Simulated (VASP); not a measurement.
# Ga (Cmcm) in VASP: further runs

One crystal, Ga, is run at these levels: PBE, PBEsol; tasks: equation of state.

All numbers are computed with VASP 6.6.1; they aren't measurements. Logs are shortened: lines on timing, memory, paths and dates and some standing lists are left out, and cuts for length are marked.

## (1) The crystal as given

It takes space group Cmcm (No. 63, orthorhombic). The conventional cell has a = 2.900 Å, b = 8.130 Å, c = 3.170 Å, α = 90.00°, β = 90.00°, γ = 90.00°. Around Ga (site symmetry m2m) lie 8 Ga at 2.68 to 2.90 Å.

This isn't the form of Ga at room conditions, which is orthorhombic.

## (2) Equation of state, PBE, 17.56 Å³/atom (volume scaled by 0.94)

Contents of INCAR:

```
PREC = Accurate ; ENCUT = 520
EDIFF = 1E-7 ; ISMEAR = -1
SIGMA = 0.05 ; LREAL = F
LASPH = T ; NELM = 100
ALGO = Normal ; ISIF = 2
LWAVE = F ; LCHARG = F
GGA = PE ; NBANDS = 20
```

Contents of KPOINTS:

```
regular mesh
0
Gamma
  10 10 8
```

Contents of POSCAR:

```
Ga
1.0
    1.4203998576     -3.9820175319      0.0000000000
    1.4203998576      3.9820175319      0.0000000000
    0.0000000000      0.0000000000      3.1052879646
Ga
2
Direct
    0.1330000000      0.8670000000      0.7500000000
    0.8670000000      0.1330000000      0.2500000000
```

Potentials or basis: VASP PAW PBE potentials, release 64 (Ga_d).

Command:

```bash
$ cat potpaw_PBE.64/Ga_d/POTCAR > POTCAR
$ mpirun -np 1 vasp_std > vasp.out
```

OUTCAR:

```text
PREC = Accurate
   ENCUT = 520
   EDIFF = 1E-7
   ISMEAR = -1
   LREAL = F
   LASPH = T
   NELM = 100
   ISIF = 2
   GGA = PE

 Found    155 irreducible k-points:

 Following reciprocal coordinates:
            Coordinates               Weight
  0.000000  0.000000  0.000000      1.000000
  0.100000 -0.000000  0.000000      4.000000
  0.200000 -0.000000  0.000000      4.000000
  0.300000 -0.000000  0.000000      4.000000
  0.400000 -0.000000  0.000000      4.000000
  0.500000 -0.000000  0.000000      2.000000
   k-points           NKPTS =    155   k-points in BZ     NKDIM =    155   number of bands    NBANDS=     20
   number of dos      NEDOS =    301   number of ions     NIONS =      2
   total plane-waves  NPLWV =  24576
   dimension x,y,z NGX =    32 NGY =   32 NGZ =   24
   dimension x,y,z NGXF=    64 NGYF=   64 NGZF=   48
   ions per type =               2
   NGX,Y,Z   is equivalent  to a cutoff of  12.58, 12.58, 12.85 a.u.
   NGXF,Y,Z  is equivalent  to a cutoff of  25.17, 25.17, 25.70 a.u.
 SYSTEM =  unknown system
   PREC   = accura    normal or accurate (medium, high low for compatibility)
   ISTART =      0    job   : 0-new  1-cont  2-samecut
   ICHARG =      2    charge: 1-file 2-atom 10-const
   ISPIN  =      1    spin polarized calculation?
   LNONCOLLINEAR =      F non collinear calculations
   LSORBIT =      F    spin-orbit coupling
   LASPH  =      T    aspherical Exc in radial PAW
   ENCUT  =  520.0 eV  38.22 Ry    6.18 a.u.   7.86  7.86  5.77*2*pi/ulx,y,z
   NELM   =    100;   NELMIN=  2; NELMDL= -5     # of ELM steps
   EDIFF  = 0.1E-06   stopping-criterion for ELM
   LREAL  =      F    real-space projection
   EDIFFG = 0.1E-05   stopping-criterion for IOM
   NSW    =      0    number of steps for IOM
   IBRION =     -1    ionic relax: 0-MD 1-quasi-New 2-CG
   NFREE  =      0    steps in history (QN), initial steepest desc. (CG)
   ISIF   =      2    stress and relaxation
   ISYM   =      2    0-nonsym 1-usesym 2-fastsym
   POTIM  = 0.5000    time-step for ionic-motion
   TEBEG  =    0.0;   TEEND  =   0.0 temperature during run
   PSTRESS=    0.0 pullay stress
   NELECT =      26.0000    total number of electrons
   NUPDOWN=      -1.0000    fix difference up-down
   EMIN   =  10.00;   EMAX   =-10.00  energy-range for DOS
   EFERMI =   0.00;   METHOD = LEGACY
   ISMEAR =    -1;   SIGMA  =   0.05  broadening in eV -4-tet -1-fermi 0-gaus
   EFERMI_NEDOS =   21; number of points for ismear=-14 and -15
   IALGO  =     38    algorithm
   IMIX   =      4    mixing-type and parameters
     AMIX     =   0.40;   BMIX     =  1.00
     AMIX_MAG =   1.60;   BMIX_MAG =  1.00
  volume/ion in A,a.u.               =      17.56       118.53
  Fermi-wavevector in a.u.,A,eV,Ry     =   1.480872  2.798441 29.837312  2.192981
  Thomas-Fermi vector in A             =   2.594852
   LORBIT       =      0    0 simple, 1 ext, 2 COOP (PROOUT), +10 PAW based schemes
   GGA     = PE    functional components
   LHFCALC =     F    Hartree Fock is set to
   AEXX    =    0.0000 exact exchange contribution
   IVDW    =     0    specifies the selected vdW correction
   LEPSILON=     F    determine dielectric tensor
   LRPA    =     F    only Hartree local field effects (RPA)
 non-spin polarized calculation
  energy-cutoff  :      520.00
  volume of cell :       35.13
 maximum number of plane-waves:       972
   NGX = 15   NGY = 15   NGZ = 11

 number of electron      25.9999992 magnetization

 Free energy of the ion-electron system (eV)
  ---------------------------------------------------
  ext. energy  EPLUGINS =         0.00000000
  ---------------------------------------------------
  free energy    TOTEN  =        -5.73749608 eV

  energy without entropy =       -5.73425880  energy(sigma->0) =       -5.73587744

 E-fermi :   6.2900     XC(G=0): -11.3314

 val. band max:        6.2585575508   @ k =   0.3000   0.1000   0.2500
 cond. band min:       6.3369348780   @ k =   0.0000   0.0000   0.3750
 fundamental gap:      0.0783773272
 Fermi energy:         6.2900307724

 k-point     1 :       0.0000    0.0000    0.0000
  band No.  band energies     occupation
      1      -9.0546      2.00000
      2      -9.0184      2.00000
      3      -8.9409      2.00000
      4      -8.9318      2.00000
      5      -8.7042      2.00000
      6      -8.6832      2.00000
      7      -8.6512      2.00000
      8      -8.6321      2.00000
      9      -8.6312      2.00000
     10      -8.4494      2.00000
     11      -5.4795      2.00000
     12       3.7905      2.00000
     13       4.8332      2.00000
     14       9.2404      0.00000
     15      13.0268      0.00000
     16      14.4521      0.00000
     17      15.4220      0.00000
     18      17.2278      0.00000
     19      18.1258      0.00000
     20      18.3555      0.00000

 k-point     2 :       0.1000   -0.0000    0.0000
  band No.  band energies     occupation
      1      -9.0430      2.00000
      2      -9.0111      2.00000
      3      -8.9364      2.00000
      4      -8.8876      2.00000
      5      -8.7177      2.00000
      6      -8.6976      2.00000
      7      -8.6629      2.00000
      8      -8.6418      2.00000
      9      -8.6347      2.00000
     10      -8.4535      2.00000
     11      -5.2650      2.00000
     12       3.4273      2.00000
     13       5.5785      2.00000
     14       9.4673      0.00000
     15      11.9470      0.00000
     16      13.2036      0.00000
     17      13.4142      0.00000
     18      18.0303      0.00000
     19      18.8127      0.00000
     20      20.2402      0.00000

 k-point     3 :       0.2000   -0.0000    0.0000
  band No.  band energies     occupation
      1      -9.0130      2.00000
      2      -8.9923      2.00000
      3      -8.9038      2.00000
      4      -8.8205      2.00000
      5      -8.7369      2.00000
      6      -8.7364      2.00000
      7      -8.6806      2.00000
      8      -8.6632      2.00000
      9      -8.6463      2.00000
     10      -8.4658      2.00000
     11      -4.6177      2.00000
     12       3.1173      2.00000
     13       6.9657      0.00000
     14       8.6272      0.00000
     15      10.1329      0.00000
     16      10.9223      0.00000
     17      13.7821      0.00000
     18      17.8553      0.00000
     19      19.1697      0.00000
     20      22.9237      0.00000

 k-point     4 :       0.3000   -0.0000    0.0000
  band No.  band energies     occupation
      1      -8.9782      2.00000
      2      -8.9703      2.00000
      3      -8.8766      2.00000
      4      -8.8429      2.00000
      5      -8.7884      2.00000
      6      -8.6856      2.00000
      7      -8.6807      2.00000
      8      -8.6756      2.00000
      9      -8.6422      2.00000
     10      -8.4849      2.00000
     11      -3.5361      2.00000
     12       3.0446      2.00000
     13       5.6369      2.00000
     14       7.8799      0.00000
     15       9.7544      0.00000
     16      11.1855      0.00000
     17      14.7102      0.00000
     18      17.5916      0.00000
     19      19.3015      0.00000
     20      20.9083      0.00000

 k-point     5 :       0.4000   -0.0000    0.0000
  band No.  band energies     occupation
      1      -8.9645      2.00000
      2      -8.9534      2.00000
      3      -8.8781      2.00000
      4      -8.8575      2.00000
      5      -8.8331      2.00000
      6      -8.6946      2.00000
      7      -8.6858      2.00000
      8      -8.6660      2.00000
      9      -8.5600      2.00000
     10      -8.5047      2.00000
     11      -2.0467      2.00000
     12       2.1872      2.00000
     13       4.1627      2.00000
     14       6.6560      0.00133
     15      11.5012      0.00000
     16      12.4830      0.00000
     17      15.9891      0.00000
     18      16.8173      0.00000
     19      17.7269      0.00000
     20      19.8888      0.00000

 k-point     6 :       0.5000   -0.0000    0.0000
  band No.  band energies     occupation
      1      -8.9696      2.00000
      2      -8.9466      2.00000
      3      -8.8672      2.00000
      4      -8.8669      2.00000
      5      -8.8516      2.00000
      6      -8.7041      2.00000
      7      -8.6848      2.00000
      8      -8.6569      2.00000
      9      -8.5254      2.00000
     10      -8.5137      2.00000
     11      -0.6247      2.00000
     12       0.5531      2.00000
     13       4.3308      2.00000
     14       5.8968      1.99923
     15      13.1205      0.00000
     16      13.3394      0.00000
     17      15.6506      0.00000
     18      16.0235      0.00000
     19      17.7503      0.00000
     20      18.1281      0.00000

 [... further k-points ...]

------------------------ aborting loop because EDIFF is reached ----------------------------------------

  FORCE on cell =-STRESS in cart. coord.  units (eV):
  Direction    XX          YY          ZZ          XY          YZ          ZX
  --------------------------------------------------------------------------------------
  -------------------------------------------------------------------------------------
  Total        0.6540224      1.4755623      1.5886665      0.0000000     -0.0000000      0.0000000
  in kB       29.8302950     67.3011475     72.4598856      0.0000000     -0.0000000      0.0000000
  external PRESSURE =      56.5304427 kB  Pullay stress =       0.0000000 kB

 VOLUME and BASIS-vectors are now :
 -----------------------------------------------------------------------------
  energy-cutoff  :      520.00
  volume of cell :       35.13
      direct lattice vectors                 reciprocal lattice vectors
     1.420399858 -3.982017532  0.000000000     0.352013553 -0.125564490  0.000000000
     1.420399858  3.982017532  0.000000000     0.352013553  0.125564490  0.000000000
     0.000000000  0.000000000  3.105287965     0.000000000  0.000000000  0.322031326

 POSITION                                       TOTAL-FORCE (eV/Angst)
 -----------------------------------------------------------------------------------
      1.42040      2.92280      2.32897         0.000000     -0.238279     -0.000000
      1.42040     -2.92280      0.77632         0.000000      0.238279      0.000000
 -----------------------------------------------------------------------------------
    total drift:                                0.000000      0.000000     -0.000000

  FREE ENERGIE OF THE ION-ELECTRON SYSTEM (eV)
  ---------------------------------------------------
  free  energy   TOTEN  =        -5.7374960842 eV

  energy  without entropy=       -5.7342587998  energy(sigma->0) =       -5.73587744
```

Run time: 69 s. Hardware: 1 thread of Intel Xeon Platinum 8488C (Sapphire Rapids), shared host; peak memory 0.22 GiB.

What came out:

```yaml
Free_energy: -5.7375 eV
Pressure: 5.7 GPa
Largest_force: 0.238 eV/Å
Band_gap_on_the_k_mesh: none (metal or under the smearing width)
```

## (3) Equation of state, PBE, 17.94 Å³/atom (volume scaled by 0.96)

Contents of INCAR:

```
SYSTEM = Ga
PREC = Accurate ; ENCUT = 520
EDIFF = 1E-7 ; ISMEAR = -1
SIGMA = 0.05 ; LREAL = .FALSE.
LASPH = .TRUE. ; NELM = 80
ALGO = Normal ; ISIF = 2
LWAVE = .FALSE. ; LCHARG = .FALSE.
GGA = PE ; NBANDS = 20
```

Contents of KPOINTS:

```
Automatic mesh
0
G
  10 10 8
  0 0 0
```

Contents of POSCAR:

```
Ga
1.0
    1.4304030031     -4.0100608329      0.0000000000
    1.4304030031      4.0100608329      0.0000000000
    0.0000000000      0.0000000000      3.1271569103
Ga
2
Direct
    0.1330000000      0.8670000000      0.7500000000
    0.8670000000      0.1330000000      0.2500000000
```

Potentials or basis: VASP PAW PBE potentials, release 64 (Ga_d).

Command:

```bash
$ cat potpaw_PBE.64/Ga_d/POTCAR > POTCAR
$ mpirun -np 1 vasp_std > vasp.out
```

Run time: 65 s. Hardware: 1 thread of Intel Xeon Platinum 8488C (Sapphire Rapids), shared host; peak memory 0.22 GiB.

Results (log left out):

```yaml
Free_energy: -5.7603 eV
Pressure: 4.1 GPa
Largest_force: 0.230 eV/Å
Band_gap_on_the_k_mesh: none (metal or under the smearing width)
```

(Continued in part 2 of 2.)
